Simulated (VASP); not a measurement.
VASP 6.6.1 run: KBr

INCAR

```
EDIFF = 1E-7
ENCUT = 520
IBRION = -1
LASPH = .TRUE.
GGA = PE
PREC = Accurate
NSW = 0
LWAVE = .FALSE.
ISMEAR = -1
NELM = 53
LREAL = .FALSE.
ISIF = 2
LCHARG = .FALSE.
NELECT = 15.98
NBANDS = 15
SIGMA = 0.02
```

KPOINTS

```
KPOINTS created by Atomic Simulation Environment
0
Gamma
6 6 6
0 0 0
```

POSCAR

```
K  Br
 1.0000000000000000
    -0.0140895907000000    3.2881582294000000    3.2881582294000000
     3.2881582294000000   -0.0140895907000000    3.2881582294000000
     3.2881582294000000    3.2881582294000000   -0.0140895907000000
 K   Br
   1   1
Cartesian
  0.0000000000000000  0.0000000000000000  0.0000000000000000
  3.2811134340499994  3.2811134340499994  3.2811134340499990
```

The recommended PBE PAW datasets give the neutral cell 16 valence electrons.

Command

```
mpirun -np 1 vasp_std
```

OSZICAR

```
N       E                     dE             d eps       ncg     rms          rms(c)
DAV:   1     0.998944075988E+02    0.99894E+02   -0.64292E+03   960   0.870E+02
DAV:   2     0.109202428928E+00   -0.99785E+02   -0.92228E+02  1255   0.229E+02
DAV:   3    -0.607947271494E+01   -0.61887E+01   -0.61523E+01  1289   0.504E+01
DAV:   4    -0.633051114947E+01   -0.25104E+00   -0.25098E+00  1415   0.883E+00
DAV:   5    -0.633268025218E+01   -0.21691E-02   -0.21691E-02  1338   0.927E-01    0.310E+00
DAV:   6    -0.617970901367E+01    0.15297E+00   -0.19743E-01  1205   0.216E+00    0.226E+00
DAV:   7    -0.616969483665E+01    0.10014E-01   -0.10575E-01  1331   0.174E+00    0.991E-01
DAV:   8    -0.617813814259E+01   -0.84433E-02   -0.11366E-02  1068   0.775E-01    0.106E-01
DAV:   9    -0.617893190652E+01   -0.79376E-03   -0.88670E-04  1275   0.185E-01    0.801E-02
DAV:  10    -0.617920230136E+01   -0.27039E-03   -0.27381E-04  1030   0.962E-02    0.118E-02
DAV:  11    -0.617922150694E+01   -0.19206E-04   -0.30118E-05  1243   0.322E-02    0.576E-03
DAV:  12    -0.617922328271E+01   -0.17758E-05   -0.35533E-06  1037   0.126E-02    0.118E-03
DAV:  13    -0.617922334469E+01   -0.61981E-07   -0.18207E-07  1324   0.242E-03
   1 F= -.61792233E+01 E0= -.61788169E+01  d E =-.812831E-03
```

Standard output (part)

```
POSCAR found type information on POSCAR K Br
 POSCAR found :  2 types and       2 ions
 LDA part: xc-table for (Slater+PW92), standard interpolation
 POSCAR, INCAR and KPOINTS ok, starting setup
 WAVECAR not read
 entering main loop
 the old and the new charge density differ
    0.310E+00
```

From OUTCAR

```
k-points           NKPTS =     32   k-points in BZ     NKDIM =     32   number of bands    NBANDS=     15

   NELECT =      15.9800    total number of electrons

   dimension x,y,z NGX =    36 NGY =   36 NGZ =   36
   dimension x,y,z NGXF=    72 NGYF=   72 NGZF=   72

  energy-cutoff  :      520.00
  volume of cell :       71.56
      direct lattice vectors                 reciprocal lattice vectors
    -0.014089591  3.288158229  3.288158229    -0.151086923  0.151737109  0.151737109
     3.288158229 -0.014089591  3.288158229     0.151737109 -0.151086923  0.151737109
     3.288158229  3.288158229 -0.014089591     0.151737109  0.151737109 -0.151086923

 k-points in reciprocal lattice and weights: KPOINTS created by Atomic Simulation Env
   0.00000000  0.00000000  0.00000000       0.005
   0.16666667  0.00000000  0.00000000       0.028
   0.33333333  0.00000000  0.00000000       0.028
   0.50000000  0.00000000  0.00000000       0.014
   0.16666667  0.16666667  0.00000000       0.028
   0.33333333  0.16666667 -0.00000000       0.056
   0.50000000  0.16666667  0.00000000       0.056
  -0.33333333  0.16666667 -0.00000000       0.056
   ...

 E-fermi :  -1.7480

 k-point     1 :       0.0000    0.0000    0.0000
  band No.  band energies     occupation
      1     -29.4791      2.00000
      2     -14.0464      2.00000
      3     -12.9576      2.00000
      4     -12.9572      2.00000
      5     -12.9572      2.00000
      6      -1.7468      0.96987
      7      -1.7468      0.96987
      8      -1.7343      0.66918
      9       2.7336      0.00000
     10       5.8761      0.00000
     11       5.8761      0.00000
     12       5.9272      0.00000
     13       6.7167      0.00000
     14       6.7167      0.00000
     15       9.9090      0.00000

 k-point     2 :       0.1667    0.0000    0.0000
  band No.  band energies     occupation
      1     -29.4777      2.00000
      2     -14.0956      2.00000
      3     -12.9590      2.00000
      4     -12.9584      2.00000
      5     -12.8904      2.00000
      6      -2.1100      2.00000
      7      -1.8352      1.97469
      8      -1.8241      1.95638
      9       3.3892      0.00000
     10       5.7477      0.00000
     11       6.2011      0.00000
     12       6.2462      0.00000
     13       7.0746      0.00000
     14       7.0788      0.00000
     15      10.7889      0.00000

 k-point     3 :       0.3333    0.0000    0.0000
  band No.  band energies     occupation
      1     -29.4749      2.00000
      2     -14.1808      2.00000
      3     -12.9620      2.00000
      4     -12.9610      2.00000
      5     -12.7692      2.00000
      6      -2.6826      2.00000
      7      -2.0011      1.99999
      8      -1.9901      1.99999
      9       4.4980      0.00000
     10       6.0087      0.00000
     11       7.0710      0.00000
     12       7.1153      0.00000
     13       7.9764      0.00000
     14       7.9925      0.00000
     15       9.8066      0.00000

 ...

  Total        0.2910339      0.2910339      0.2910339      0.0073569      0.0073569      0.0073569
  in kB        6.5160387      6.5160387      6.5160387      0.1647149      0.1647149      0.1647149
  external PRESSURE =       6.5160387 kB  Pullay stress =       0.0000000 kB

 POSITION                                       TOTAL-FORCE (eV/Angst)
 -----------------------------------------------------------------------------------
      0.00000      0.00000      0.00000         0.000000     -0.000000      0.000000
      3.28111      3.28111      3.28111         0.000000      0.000000     -0.000000
 -----------------------------------------------------------------------------------
    total drift:                                0.000000      0.000000      0.000000

  FREE ENERGIE OF THE ION-ELECTRON SYSTEM (eV)
  ---------------------------------------------------
  free  energy   TOTEN  =        -6.1792233447 eV

  energy  without entropy=       -6.1784105136  energy(sigma->0) =       -6.17881693
```

It converged. Results: pressure 0.7 GPa.

The cell is charged and sits in a uniform background.

For comparison, a separate PBE run of the intended cell, on usual settings and not on those above, gives a gap of 4.44 eV on its mesh and a pressure of 0.8 GPa.

The run above took about 13 s on one core of a shared host (Intel Xeon 6975P-C) and held 0.21 GiB at most.
